The pressure of a crystal is the force per area with which it pushes back when its volume is held fixed. The energy change is the work stored per atom in getting there. Both were computed here with density-functional theory, using three gradient-corrected functionals, for lithium held in the diamond structure. Lithium does not adopt this structure in nature, so the numbers describe a model metal. For each functional the relaxed cell was squeezed and stretched evenly in all directions, and the volume scale $x$ is the volume divided by that of the relaxed cell.

Li in the diamond structure: DFT with Ansatz 0.2.0, scalar-relativistic plane-wave PAW, cutoff 420 eV, k mesh 10×10×10, Fermi-Dirac smearing 0.1 eV, no spin polarisation. Scale 1 is 25.61 (PBEsol), 27.25 (revPBE) or 27.99 Å³ per atom (BLYP). Energies are for zero smearing, relative to scale 1; pressures include the electronic entropy and are positive in compression.

```tsv
volume scale	energy change, PBEsol (meV/atom)	pressure, PBEsol (GPa)	energy change, revPBE (meV/atom)	pressure, revPBE (GPa)	energy change, BLYP (meV/atom)	pressure, BLYP (GPa)
0.88	6.0	0.83	7.1	0.83	5.0	0.59
0.92	2.2	0.50	2.9	0.52	2.1	0.38
0.96	0.3	0.23	0.7	0.26	0.5	0.19
1	0.0	-0.01	0.0	0.04	0.0	0.04
1.04	1.0	-0.21	0.7	-0.15	0.5	-0.09
1.08	3.2	-0.38	2.6	-0.31	1.9	-0.21
1.12	6.4	-0.52	5.4	-0.45	3.9	-0.30
```

**From 0.88 to 0.96: the squeezed metal**

The top rows show a soft solid. Taking away 12 % of the volume costs 5 to 7 meV per atom and needs at most 0.83 GPa, about eight thousand atmospheres. The resistance fades on the way down: each step of 0.04 in volume scale changes the pressure by less than the step before it, for all three functionals and through to the last row. A straight line, the spring law of elementary mechanics, therefore falls short at the top.

The bending can be understood from a simple model, in which the outer electrons form a gas confined to the crystal. Confinement gives them kinetic energy, and its outward pressure grows as $x^{-5/3}$ when the volume shrinks. The Coulomb attraction that holds electrons and ions together pulls inward, but grows only as $x^{-4/3}$. At the density of lithium this attraction would win. The balance is restored by a second outward push, the repulsion that keeps the outer electrons out of the ion cores. In its simplest form its energy is inversely proportional to the volume, so its pressure grows as $x^{-2}$. Near the relaxed volume push and pull nearly cancel; on compression both outward parts outgrow the attraction, and the metal stiffens as it shrinks.

How fast it stiffens depends on the mixture of the two outward parts. If the kinetic part alone balanced the attraction at $x=1$, the pressure would be $3B\,(x^{-5/3}-x^{-4/3})$, where $B$ is the bulk modulus, the stiffness against a change of volume. Near scale 1 the stiffness would then rise by 3 GPa for every GPa of pressure. With the core repulsion alone the rate would be 10/3, and any mixture lies between. Over the range of the table the first case is practically the same as a form that can be worked out on paper:

$$P \approx P_1 + B\,\frac{1-x}{x^2}.$$

Here $P_1$ is the small pressure at scale 1. The formula has two constants for each functional. Its curvature is not fitted: it is the lower end of the narrow range that the model allows, chosen because it gives the simplest formula. Since the core repulsion is needed for the balance, the model itself would put the rate a little higher.

The stiffness follows from two rows, 0.92 and 1.08. For revPBE the pressure differs between them by $0.52+0.31=0.83$ GPa, while the factor $(1-x)/x^2$ differs by 0.163, so $B$ is 5.1 GPa. The row at 0.88 played no part in this and can serve as a test:

$$P \approx 0.04 + 5.1\times\frac{0.12}{0.88^2} \approx 0.04+0.79 = 0.83\ \text{GPa}.$$

The calculation gives 0.83 GPa as well.

**From 0.96 to 1.04: where is the zero?**

At scale 1 revPBE and BLYP still push outward with 0.04 GPa, although their energies rise equally on either side. The two columns answer slightly different questions. The energy refers to zero smearing, whereas the pressure includes the entropy of electrons spread over levels near the Fermi energy. In these runs that entropy grows with volume, which favours a larger cell and adds an outward pressure of about the size seen. The zero-point motion of the nuclei is left out of both columns; for atoms as light as lithium it would push outward too, probably by more than these small offsets, so the zero found here is that of a crystal with nuclei at rest.

PBEsol starts from a different point. Its energy is lower at 0.96 than at 1.04, with 0.3 against 1.0 meV, so its energy minimum lies at a volume about 1 % smaller than that of the cell called 1. At scale 1 the energy therefore already pulls inward, and the push of the entropy offsets this pull, which leaves a pressure of almost zero. The small shift matters because the energy near its minimum grows only as the square of the distance: at 4 % from scale 1, the shift changes the estimate by more than half.

The stored energy is the work done against the part of the pressure that does not come from the entropy. With $d=x-1$ and $V$ the volume per atom at scale 1, adding up that work gives

$$E \approx \tfrac12 BV d^2\left(1-\tfrac43 d\right),$$

provided that the energy has its minimum at scale 1. The bracket makes squeezing dearer than stretching by the same amount. For PBEsol a linear term of about $10\,d$ meV must be added to account for the shifted minimum; its size was set from the energies at 0.92 and 1.08.

The shift explains a puzzling exchange of places. At 0.88 revPBE has the higher energy of the two, 7.1 against 6.0 meV, while at 1.12 PBEsol has, with 6.4 against 5.4 meV. Yet the product $BV$, which sets the scale of the energy, is the same for both within about one per cent. PBEsol is stiffer but has the smaller cell, and the two differences compensate. Drawn against the volume scale, and apart from where they start, the two functionals describe nearly the same energy curve.

**From 1.04 to 1.12: the stretched metal**

In the lower rows the pressure is negative: the crystal has to be pulled to stay so large. The pull grows ever more slowly, because the outward pressures and the Coulomb attraction all weaken as the electrons thin out. The last row of BLYP makes a second test, again on a row that did not help to set the constants. The rows at 0.92 and 1.08 give a $B$ of 3.62 GPa for this functional, so that

$$P \approx 0.04 - 3.62\times\frac{0.12}{1.12^2} \approx -0.31\ \text{GPa},$$

against $-0.30$ GPa in the table.

The energy of the same row takes one more step. A stiffness of 1 GPa acting on 1 Å³ corresponds to about 6.2 meV, so $BV$ is roughly 630 meV. Then

$$E \approx 630\times\frac{0.12^2}{2}\times(1-0.16) \approx 3.8\ \text{meV},$$

compared with 3.9 meV in the table.

BLYP makes this metal markedly softer than the other two functionals do. Its cell is larger, and a more dilute metal is softer, but that covers only part of the gap. Stretched to the BLYP volume, revPBE would by the same rule still have a stiffness of 4.7 GPa, against 3.6 GPa for BLYP. A likely reason for the remainder is that the correlation part of BLYP does not reproduce the uniform electron gas, to which a simple metal is close; these runs do not isolate that cause. All three functionals also use atomic datasets made for PBE, which may colour the comparison.

**How good the rule is, and where it ends**

Across the table the pressure rule is off by 0.01 GPa at most, which is about 2 % of the pressure in the row concerned, BLYP at 0.88. Much of this miss comes from the rounding of the table, so the comparisons that follow are rough. A straight line set by the same rows has a typical error some twenty times that of the rule. The second-order Birch–Murnaghan equation, which assumes a stiffness that rises at a rate of 4, has an error about five times as large as the rule. The numbers thus favour the gentler curvature of the electron-gas model. They do not show that the terms of the model are the actual parts of the pressure, since another mechanism with the same curvature would fit equally well.

The energy rule stays within 0.3 meV for revPBE and BLYP. For PBEsol it misses by up to 1.2 meV if the shifted minimum is ignored, and by less than 0.1 meV once the linear term is included. The lesson is practical: before estimating a small energy, find out whether the reference volume is really the minimum. The printed output below lists the estimates for every row.

The tests cover volume changes of up to 12 % either way. Far beyond that on the stretched side, the energy formula breaks down by itself: once the cell has grown by half, it lets the energy fall again, although the crystal still has to be pulled. The physics changes too: widely separated lithium atoms carry unpaired spins, which these runs exclude. Under strong compression the ion cores come close and the outer electrons no longer behave like a simple gas, so the assumed curvature loses its basis.

Sodium in the same structure would be the natural neighbour. It also has one outer electron per atom, but its larger core keeps the atoms further apart. The electron gas is thinner, the opposing pressures should be weaker, and $B$ should be smaller, while the shape of the curve should stay much the same. Silicon in the diamond structure is a different matter: four outer electrons per atom, held in directed bonds, make it far stiffer, and the electron-gas argument for the curvature no longer applies. What should carry over from one simple metal to the next is the factor $(1-x)/x^2$, though these runs test it for lithium only; the stiffness has to be found anew for each metal and each functional.

Output of the analysis:

```
stiffness B from rows 0.92 and 1.08, PBEsol, GPa: 5.395
stiffness B from rows 0.92 and 1.08, revPBE, GPa: 5.089
stiffness B from rows 0.92 and 1.08, BLYP, GPa: 3.617
pressure by the hand rule:
   row  factor (1-x)/x^2  PBEsol in GPa  revPBE in GPa  BLYP in GPa
  0.88             0.155          0.826         0.8285       0.6005
  0.92           0.09452            0.5          0.521       0.3819
  0.96            0.0434         0.2242         0.2609        0.197
   1.0                 0          -0.01           0.04         0.04
  1.04          -0.03698        -0.2095        -0.1482     -0.09378
  1.08          -0.06859          -0.38         -0.309      -0.2081
  1.12          -0.09566        -0.5261        -0.4468       -0.306
B times factor, revPBE at 0.88, GPa: 0.7885
B times factor, BLYP at 1.12, GPa: -0.346
largest pressure miss of the hand rule, PBEsol, GPa: 0.006132
largest pressure miss of the hand rule, revPBE, GPa: 0.003194
largest pressure miss of the hand rule, BLYP, GPa: 0.01053
rms pressure miss over all three functionals, hand rule, GPa: 0.003925
rms pressure miss over all three functionals, straight line, GPa: 0.08351
rms pressure miss over all three functionals, second-order Birch-Murnaghan, GPa: 0.02108
largest difference of electron-gas form and hand rule at the PBEsol stiffness, GPa: 0.0005058
stiffness of revPBE estimated at the BLYP cell volume, GPa: 4.692
stiffness times cell volume, PBEsol, meV per atom: 862.4
stiffness times cell volume, revPBE, meV per atom: 865.5
stiffness times cell volume, BLYP, meV per atom: 631.9
energy by the hand rule:
   row  energy factor in percent  PBEsol in meV  PBEsol with linear term in meV  revPBE in meV  BLYP in meV
  0.88                    0.8352          7.203                           6.011          7.229        5.278
  0.92                    0.3541          3.054                            2.26          3.065        2.238
  0.96                   0.08427         0.7267                          0.3295         0.7293       0.5325
   1.0                         0              0                               0              0            0
  1.04                   0.07573         0.6531                            1.05         0.6555       0.4786
  1.08                    0.2859          2.465                            3.26          2.474        1.807
  1.12                    0.6048          5.216                           6.407          5.235        3.822
largest energy miss without linear term, PBEsol, meV per atom: 1.203
largest energy miss with linear term, PBEsol, meV per atom: 0.05972
largest energy miss without linear term, revPBE, meV per atom: 0.1655
largest energy miss without linear term, BLYP, meV per atom: 0.278
linear energy term of PBEsol per unit of volume scale, meV per atom: 9.93
```
